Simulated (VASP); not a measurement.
Here is a VASP 6.6.1 calculation.

INCAR

```
PREC = Accurate
ENCUT = 520
EDIFF = 1E-7
ISMEAR = 0
SIGMA = 0.1
LREAL = False
LASPH = True
NELM = 100
ALGO = Normal
ISIF = 2
LWAVE = False
LCHARG = False
MAGMOM = 0 0 0
LORBIT = 11
LSORBIT = True
GGA_COMPAT = False
LMAXMIX = 4
GGA = PE
KPAR = 4
```

KPOINTS

```
Automatic mesh
0
Gamma
  18 18 18
```

Contents of POSCAR:

```
Pt                                      
1.0
    0.0000000000      2.0438507224      2.0438507224
    2.0438507224      0.0000000000      2.0438507224
    2.0438507224      2.0438507224      0.0000000000
  Pt            
     1
Direct
     0.0000000000000000    0.0000000000000000    0.0000000000000000
```

Potentials or basis: VASP PAW PBE potentials, release 64 (Pt).

Run with:

```console
$ cat potpaw_PBE.64/Pt/POTCAR > POTCAR
$ mpirun -np 4 vasp_ncl > vasp.out
```

Task: What does it give for the net moment?

Result: 0.00 μB per cell.

Task: Estimate the pressure.

Result: -16.5 GPa.

Moments on the atoms (μB; x, y, z):
```
Pt  0.00 0.00 0.00
```

Caveat: so large a pressure means that the cell lies far from this level's equilibrium, or that cutoff or potentials fall short.
